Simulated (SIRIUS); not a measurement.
# Hf (Fm-3m) in SIRIUS: convergence with k mesh

Aim: find how far k mesh must go before the results for Hf settle, at PBEsol. This setting moves, with any that are tied to it; all else stays.

Everything below comes from runs of SIRIUS 7.10.0. Logs are shortened: lines on timing, memory, paths and dates and some standing lists are left out, and cuts for length are marked. The log counts tension as positive stress, the text compression.

## (1) The crystal as given

Symmetry: Fm-3m, No. 225, cubic system. The conventional cell has a = 4.440 Å, b = 4.440 Å, c = 4.440 Å, α = 90.00°, β = 90.00°, γ = 90.00°. Hf (site symmetry m-3m) has 12 Hf at 3.14 Å as nearest neighbours.

This isn't the form of Hf at room conditions, which is hcp.

## (2) With k mesh 3 × 3 × 3

Contents of sirius.json:

```json
{
  "control": {
    "processing_unit": "cpu",
    "verbosity": 2,
    "num_bands_to_print": 13,
    "print_forces": true,
    "print_stress": true
  },
  "parameters": {
    "electronic_structure_method": "pseudopotential",
    "xc_functionals": ["XC_GGA_X_PBE_SOL", "XC_GGA_C_PBE_SOL"],
    "gk_cutoff": 6.4,
    "pw_cutoff": 20.0,
    "ngridk": [3, 3, 3],
    "shiftk": [0, 0, 0],
    "smearing": "gaussian",
    "smearing_width": 0.0018374661,
    "num_bands": 13,
    "num_mag_dims": 0,
    "num_dft_iter": 100,
    "energy_tol": 1e-08,
    "density_tol": 1e-06
  },
  "iterative_solver": {
    "type": "davidson",
    "min_tolerance": 1e-10
  },
  "mixer": {
    "type": "anderson",
    "beta": 0.7,
    "max_history": 8
  },
  "settings": {
    "tol_ne": 1e-10
  },
  "unit_cell": {
    "lattice_vectors": [
      [0.0, 4.195191996669, 4.195191996669],
      [4.195191996669, 0.0, 4.195191996669],
      [4.195191996669, 4.195191996669, 0.0]
    ],
    "atom_coordinate_units": "lattice",
    "atom_types": ["Hf"],
    "atom_files": {
      "Hf": "Hf.json"
    },
    "atoms": {
      "Hf": [
        [0.0, 0.0, 0.0]
      ]
    }
  }
}
```

Potentials or basis: GBRV 1.5 PBEsol (ultrasoft).

Launch:

```
$ upf_to_json hf_pbesol_v1.uspp.F.UPF
$ OMP_NUM_THREADS=1 sirius.scf --input=sirius.json --output=out.json --task=0
```

Output:

```text
[info] SIRIUS version : 7.10.0
[info] number of MPI ranks           : 1
[info] MPI grid                      : 1 1
[info] maximum number of OMP threads : 1
[fft] FFT context for density and potential
[fft] =====================================
[fft]   comm size                             : 1
[fft]   plane wave cutoff                     : 20
[fft]   grid size                             : 40 40 40   total : 64000
[fft]   grid limits                           : -19 20   -19 20   -19 20
[fft]   number of G-vectors within the cutoff : 9946
[fft]   local number of G-vectors             : 9946
[fft]   number of G-shells                    : 562
[fft] FFT context for coarse grid
[fft] =====================================
[fft]   comm size                             : 1
[fft]   plane wave cutoff                     : 12.8
[fft]   grid size                             : 27 27 27   total : 19683
[fft]   grid limits                           : -13 13   -13 13   -13 13
[fft]   number of G-vectors within the cutoff : 2605
[fft]   local number of G-vectors             : 2605
[fft]   number of G-shells                    : 173
[unit cell] lattice vectors
[unit cell]   a1 :       0.0000000000      4.1951919967      4.1951919967
[unit cell]   a2 :       4.1951919967      0.0000000000      4.1951919967
[unit cell]   a3 :       4.1951919967      4.1951919967      0.0000000000
[unit cell] reciprocal lattice vectors
[unit cell]   b1 :      -0.7488555127      0.7488555127      0.7488555127
[unit cell]   b2 :       0.7488555127     -0.7488555127      0.7488555127
[unit cell]   b3 :       0.7488555127      0.7488555127     -0.7488555127
[unit cell] unit cell volume :       147.66770325 [a.u.^3]
[unit cell] 1/sqrt(omega)    :         0.08229193
[unit cell] MT volume        :         0.00000000 ( 0.00%)
[unit cell] IT volume        :       147.66770325 (100.00%)
[unit cell] number of atom types : 1
[unit cell] type id : 0 symbol : Hf mt_radius : 203.680798 num_atoms : 1
[unit cell] total number of atoms : 1
[unit cell] number of symmetry classes : 1
[unit cell] number of PAW atoms : 0
[unit cell] atom id  type id  class id             position                      vector_field
[... 361 lines left out ...]
[find] Total energy                   :     -79.26388021 (Ha),    -158.52776043 (Ry)
[find] Free energy (E-TS)             :     -79.26405728 (Ha),    -158.52811456 (Ry)
[find] band gap (eV)                  :       0.00000000
[find] Efermi                         :       0.55070863
[ground_state] === stress tensor components [kbar] ===
[ground_state] === stress_kin ===
[ground_state] -23398.525579    0.000000    0.000000
[ground_state]     0.000000-23398.525579   -0.000000
[ground_state]     0.000000   -0.000000-23398.525579
[ground_state] === stress_har ===
[ground_state] -4472.985994    0.000000    0.000000
[ground_state]     0.000000-4472.985994   -0.000000
[ground_state]     0.000000   -0.000000-4472.985994
[ground_state] === stress_ewald ===
[ground_state] 26129.299415   -0.000000    0.000000
[ground_state]    -0.00000026129.299415    0.000000
[ground_state]     0.000000    0.00000026129.299415
[ground_state] === stress_vloc ===
[ground_state] -20984.784830    0.000000   -0.000000
[ground_state]     0.000000-20984.784830   -0.000000
[ground_state]    -0.000000   -0.000000-20984.784830
[ground_state] === stress_xc ===
[ground_state] -55911.485642    0.000000    0.000000
[ground_state]     0.000000-55911.485642   -0.000000
[ground_state]     0.000000   -0.000000-55911.485642
[ground_state] === stress_core ===
[ground_state] 63768.384377   -0.000000    0.000000
[ground_state]    -0.00000063768.384377    0.000000
[ground_state]     0.000000    0.00000063768.384377
[ground_state] === stress_nonloc ===
[ground_state] 14664.417000   -0.000000   -0.000000
[ground_state]    -0.00000014664.417000    0.000000
[ground_state]    -0.000000    0.00000014664.417000
[ground_state] === stress_us ===
[ground_state]   217.827431   -0.000000    0.000000
[ground_state]    -0.000000  217.827431    0.000000
[ground_state]     0.000000    0.000000  217.827431
[ground_state] === stress_us_nl ===
[ground_state] 14882.244431   -0.000000   -0.000000
[ground_state]    -0.00000014882.244431    0.000000
[ground_state]    -0.000000    0.00000014882.244431
[ground_state] === stress_total ===
[ground_state]    12.146177    0.000000    0.000000
[ground_state]     0.000000   12.146177   -0.000000
[ground_state]     0.000000   -0.000000   12.146177
[ground_state] ==== total Forces in Ha/bohr =====
[ground_state] atom:    0, force:       0.0000000      0.0000000      0.0000000
[ground_state] ==== ultrasoft contribution from Qij =====
[ground_state] atom:    0, force:       0.0000000      0.0000000      0.0000000
[ground_state] ==== non-local contribution from Beta-projector =====
[ground_state] atom:    0, force:       0.0000000      0.0000000      0.0000000
[ground_state] ==== contribution from local potential =====
[ground_state] atom:    0, force:       0.0000000      0.0000000      0.0000000
[ground_state] ==== contribution from core density =====
[ground_state] atom:    0, force:       0.0000000      0.0000000      0.0000000
[ground_state] ==== Ewald forces from ions =====
[ground_state] atom:    0, force:       0.0000000      0.0000000      0.0000000
[~DFT_ground_state] local op. applied: 1651
[~DFT_ground_state] evp. work count: 479.793
[~DFT_ground_state] number of iterative solver steps: 99
```

It took 9.5 s on 1 thread of Arm Neoverse V1, shared host; peak memory 0.25 GiB.

What came out:

* Free energy: -2156.8849 eV
* Pressure: -1.2 GPa
* Band gap on the k mesh: none (metal or under the smearing width)

## (3) With k mesh 5 × 5 × 5

sirius.json: that of step 2 with these lines changed.

```diff
@@ -13,3 +13,3 @@
     "pw_cutoff": 20.0,
-    "ngridk": [3, 3, 3],
+    "ngridk": [5, 5, 5],
     "shiftk": [0, 0, 0],
```

Potentials or basis: GBRV 1.5 PBEsol (ultrasoft).

Launch:

```
$ upf_to_json hf_pbesol_v1.uspp.F.UPF
$ OMP_NUM_THREADS=1 sirius.scf --input=sirius.json --output=out.json --task=0
```

It took 11 s on 1 thread of Arm Neoverse V1, shared host; peak memory 0.26 GiB.

Results:

| Quantity | Value |
| --- | --- |
| Free energy | -2156.9478 eV |
| Pressure | -1.7 GPa |
| Band gap on the k mesh | none (metal or under the smearing width) |

## (4) With k mesh 7 × 7 × 7

sirius.json: that of step 3 with these lines changed.

```diff
@@ -13,3 +13,3 @@
     "pw_cutoff": 20.0,
-    "ngridk": [5, 5, 5],
+    "ngridk": [7, 7, 7],
     "shiftk": [0, 0, 0],
```

Launch:

```
$ upf_to_json hf_pbesol_v1.uspp.F.UPF
$ OMP_NUM_THREADS=1 sirius.scf --input=sirius.json --output=out.json --task=0
```

Wall time 13 s (1 thread of Arm Neoverse V1, shared host); peak memory 0.27 GiB.

Results:

```
Free energy            : -2156.8846 eV
Pressure               : -1.6 GPa
Band gap on the k mesh : none (metal or under the smearing width)
```

## (5) With k mesh 9 × 9 × 9

sirius.json: that of step 4 with these lines changed.

```diff
@@ -13,3 +13,3 @@
     "pw_cutoff": 20.0,
-    "ngridk": [7, 7, 7],
+    "ngridk": [9, 9, 9],
     "shiftk": [0, 0, 0],
@@ -37,6 +37,7 @@
     "lattice_vectors": [
-      [0.0, 4.195191996669, 4.195191996669],
-      [4.195191996669, 0.0, 4.195191996669],
-      [4.195191996669, 4.195191996669, 0.0]
+      [0.0, 0.707106781187, 0.707106781187],
+      [0.707106781187, 0.0, 0.707106781187],
+      [0.707106781187, 0.707106781187, 0.0]
     ],
+    "lattice_vectors_scale": 5.9328974184,
     "atom_coordinate_units": "lattice",
```

Launch:

```
$ upf_to_json hf_pbesol_v1.uspp.F.UPF
$ OMP_NUM_THREADS=1 sirius.scf --input=sirius.json --output=out.json --task=0
```

It took 17 s on 1 thread of Arm Neoverse V1, shared host; peak memory 0.28 GiB.

It converged, with:

```
Free energy            : -2156.8886 eV
Pressure               : -1.2 GPa
Band gap on the k mesh : none (metal or under the smearing width)
```

## (6) With k mesh 11 × 11 × 11

sirius.json: that of step 5 with these lines changed.

```diff
@@ -13,3 +13,3 @@
     "pw_cutoff": 20.0,
-    "ngridk": [9, 9, 9],
+    "ngridk": [11, 11, 11],
     "shiftk": [0, 0, 0],
```

Potentials or basis: GBRV 1.5 PBEsol (ultrasoft).

Launch:

```
$ upf_to_json hf_pbesol_v1.uspp.F.UPF
$ OMP_NUM_THREADS=1 sirius.scf --input=sirius.json --output=out.json --task=0
```

It took 23 s on 1 thread of Arm Neoverse V1, shared host; peak memory 0.31 GiB.

The run converged. Its results:

```
Free energy            : -2156.9033 eV
Pressure               : -2.3 GPa
Band gap on the k mesh : none (metal or under the smearing width)
```

## (7) With k mesh 13 × 13 × 13

sirius.json: that of step 6 with these lines changed.

```diff
@@ -13,3 +13,3 @@
     "pw_cutoff": 20.0,
-    "ngridk": [11, 11, 11],
+    "ngridk": [13, 13, 13],
     "shiftk": [0, 0, 0],
@@ -37,7 +37,6 @@
     "lattice_vectors": [
-      [0.0, 0.707106781187, 0.707106781187],
-      [0.707106781187, 0.0, 0.707106781187],
-      [0.707106781187, 0.707106781187, 0.0]
+      [0.0, 4.195191996669, 4.195191996669],
+      [4.195191996669, 0.0, 4.195191996669],
+      [4.195191996669, 4.195191996669, 0.0]
     ],
-    "lattice_vectors_scale": 5.9328974184,
     "atom_coordinate_units": "lattice",
```

Launch:

```
$ upf_to_json hf_pbesol_v1.uspp.F.UPF
$ OMP_NUM_THREADS=1 sirius.scf --input=sirius.json --output=out.json --task=0
```

Wall time 27 s (1 thread of Arm Neoverse V1, shared host); peak memory 0.33 GiB.

The run converged. Its results:

- Free energy: -2156.8965 eV
- Pressure: -1.8 GPa
- Band gap on the k mesh: none (metal or under the smearing width)

## (8) With k mesh 16 × 16 × 16

sirius.json: that of step 7 with these lines changed.

```diff
@@ -13,3 +13,3 @@
     "pw_cutoff": 20.0,
-    "ngridk": [13, 13, 13],
+    "ngridk": [16, 16, 16],
     "shiftk": [0, 0, 0],
```

Launch:

```
$ upf_to_json hf_pbesol_v1.uspp.F.UPF
$ OMP_NUM_THREADS=1 sirius.scf --input=sirius.json --output=out.json --task=0
```

It took 43 s on 1 thread of Arm Neoverse V1, shared host; peak memory 0.4 GiB.

It converged, with:

```
Free energy            : -2156.8940 eV
Pressure               : -2.0 GPa
Band gap on the k mesh : none (metal or under the smearing width)
```

## (9) With k mesh 20 × 20 × 20

sirius.json: that of step 8 with these lines changed.

```diff
@@ -13,3 +13,3 @@
     "pw_cutoff": 20.0,
-    "ngridk": [16, 16, 16],
+    "ngridk": [20, 20, 20],
     "shiftk": [0, 0, 0],
```

Potentials or basis: GBRV 1.5 PBEsol (ultrasoft).

Launch:

```
$ upf_to_json hf_pbesol_v1.uspp.F.UPF
$ OMP_NUM_THREADS=1 sirius.scf --input=sirius.json --output=out.json --task=0
```

It took 70 s on 1 thread of Arm Neoverse V1, shared host; peak memory 0.52 GiB.

The run converged. Its results:

| Quantity | Value |
| --- | --- |
| Free energy | -2156.8970 eV |
| Pressure | -1.9 GPa |
| Band gap on the k mesh | none (metal or under the smearing width) |

## (10) Summary

```csv
k mesh,"energy less the tightest run, at zero smearing (meV/atom)",pressure (GPa),SCF cycles,CPU time (s),peak memory (GiB)
3 × 3 × 3,13.63,-1.21,17,9.5,0.25
5 × 5 × 5,-50.69,-1.73,15,11,0.26
7 × 7 × 7,13.76,-1.61,16,13,0.27
9 × 9 × 9,9.93,-1.16,15,17,0.28
11 × 11 × 11,-6.60,-2.32,17,23,0.31
13 × 13 × 13,0.69,-1.78,14,27,0.33
16 × 16 × 16,3.44,-1.98,15,43,0.4
20 × 20 × 20,0.00,-1.89,15,70,0.52
```

Against the tightest run, the pressure stays within 0.1 GPa from 16 × 16 × 16 on. Not settled before the last step: the energy (to 1 meV/atom). Meshes of other sizes hit other points, so gaps and Fermi surfaces needn't settle smoothly. The tightest run that finished is the yardstick and may itself not be fully converged.
